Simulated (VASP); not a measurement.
Sn:

```xyz
4
Lattice="3.4689 -2.2927 0.0000 3.4689 2.2927 0.0000 0.0000 0.0000 9.3524" Properties=species:S:1:pos:R:3 pbc="T T T"
Sn    3.4689   -1.6049    1.0942
Sn    3.4689   -0.6878    5.7704
Sn    3.4689    1.6049    8.2582
Sn    3.4689    0.6878    3.5820
```

The cell was built by a generator and needn't be a form met in nature.

| Quantity | Value |
| --- | --- |
| Program | VASP 6.6.1 |
| Task | relaxation of cell and atoms |
| Functional | PBE |
| Potentials or basis | VASP PAW PBE potentials, release 64 (Sn_d) |
| Cutoff | 600 eV |
| k mesh | 4 × 4 × 2 |
| Occupations | gaussian, width 0.1 eV |
| Spin | no spin polarisation |

At the start: pressure -0.7 GPa; volume 37.19 Å³/atom.

Q: Where does the relaxation end?

A: Over 21 steps the energy falls by 575.4 meV/atom and the volume is 29.88 Å³/atom (-19.6 %); space group Cmce (No. 64, to 0.05 Å).

The path:
| step | energy change (eV) | largest force (eV/Å) | pressure (GPa) | volume (Å³) |
| --- | --- | --- | --- | --- |
| 1 | 0.0000 | 2.7468 | -0.73 | 148.76 |
| 2 | -1.0860 | 0.5885 | -4.37 | 144.55 |
| 3 | -1.2255 | 0.5029 | -4.56 | 143.18 |
| 4 | -1.5197 | 0.2852 | -5.05 | 140.20 |
| 5 | -1.8517 | 0.2009 | -3.04 | 133.27 |
| 6 | -0.6958 | 2.7893 | 16.01 | 115.63 |
| 7 | -1.9302 | 0.1207 | -1.56 | 131.36 |
| 8 | -1.9480 | 0.2333 | -0.74 | 130.24 |
| 9 | -1.9523 | 0.2863 | -0.38 | 129.75 |
| 10 | -2.1319 | 0.1872 | -0.17 | 127.22 |
| 11 | -2.2562 | 0.1939 | 0.27 | 123.70 |
| 12 | -2.2562 | 0.1955 | 0.44 | 123.53 |
| 13 | -2.2670 | 0.0284 | -1.08 | 125.92 |
| 14 | -2.2692 | 0.0821 | -0.69 | 125.19 |
| 15 | -2.2877 | 0.1001 | -0.47 | 123.13 |
| 16 | -2.2936 | 0.1090 | -0.25 | 121.48 |
| 17 | -2.2937 | 0.1101 | -0.21 | 121.15 |
| 18 | -2.3006 | 0.0461 | 0.16 | 119.24 |
| 19 | -2.3006 | 0.0415 | 0.20 | 119.09 |
| 20 | -2.3010 | 0.0386 | -0.21 | 119.86 |
| 21 | -2.3015 | 0.0074 | -0.03 | 119.54 |

Final structure:
```cif
data_structure
_symmetry_space_group_name_H-M 'P 1'
_symmetry_Int_Tables_number 1
_cell_length_a 3.3461
_cell_length_b 3.3461
_cell_length_c 10.6765
_cell_angle_alpha 90.000
_cell_angle_beta 90.000
_cell_angle_gamma 89.904
_cell_volume 119.54
loop_
_atom_site_label
_atom_site_type_symbol
_atom_site_fract_x
_atom_site_fract_y
_atom_site_fract_z
_atom_site_occupancy
Sn1 Sn 0.79552 0.20448 0.14886 1
Sn2 Sn 0.70448 0.29552 0.64886 1
Sn3 Sn 0.20448 0.79552 0.85114 1
Sn4 Sn 0.29552 0.70448 0.35114 1
```

Caveat: the k mesh is coarse (spacing up to 0.41 Å⁻¹), so the values aren't converged; the volume moved by over 15 % at a fixed basis, so the end points are rough.
